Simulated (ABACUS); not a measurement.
Runs of ABACUS 3.10.1 on HfN. It takes space group Fm-3m (No. 225, cubic). Conventional cell: a = 4.512 Å, b = 4.512 Å, c = 4.512 Å, α = 90.00°, β = 90.00°, γ = 90.00°. Hf (site symmetry m-3m) has 6 N at 2.26 Å as nearest neighbours. N (site symmetry m-3m) is surrounded by 6 Hf at 2.26 Å. 

```csv
task,level,potentials or basis,cell,k mesh,optimiser,force threshold,max steps,cell moves,symmetry key,mesh quality,gap on the mesh (eV),pressure (GPa)
relaxation of cell and atoms,PBE,"SPMS ONCV 1.0 PBE, DZP LCAO (the cutoffs set its grid)",relaxed,9 × 9 × 9,ASE FIRE,0.02 eV/Å,60,yes,1,not flagged,none,-0.2
single point,PBE,"SPMS ONCV 1.0 PBE, DZP LCAO (the cutoffs set its grid)",as given,9 × 9 × 9,-,-,-,-,1,not flagged,none,6.1
single point,"HSE-type (share 0.1, screening 0.11/bohr)","SG15 ONCV 1.2 PBE, DZP LCAO (the cutoffs set its grid)",as given,4 × 4 × 4,-,-,-,-,1,coarse,none,-
single point,PBE,"SG15 ONCV 1.2 PBE, DZP LCAO (the cutoffs set its grid)",as given,4 × 4 × 4,-,-,-,-,1,coarse,none,(a)
single point,"HSE-type (share 0.25, screening 0.11/bohr)","SG15 ONCV 1.2 PBE, DZP LCAO (the cutoffs set its grid)",as given,4 × 4 × 4,-,-,-,-,1,coarse,none,-
```

Alike in all rows: no spin polarisation; cutoff (eV) 1361; smearing fermi-dirac 0.05 eV.

Task: Fill in the values left out.

Result: (a) 7.1.

Caveats: some runs use coarse meshes; the atomic orbitals were generated for these runs and aren't a published set; the basis of atomic orbitals isn't converged, which shifts pressures, moduli and gaps; gaps of hybrids in this basis differ from plane-wave ones by up to 0.1 eV (some runs); the potentials were made for another functional, which shifts forces and pressure (some runs).

A k mesh can miss the band edges, and the runs leave out spin-orbit coupling on Hf.

A gap of «none» marks a metal or a gap under the smearing width.

The runs don't all hold the same shells in valence.
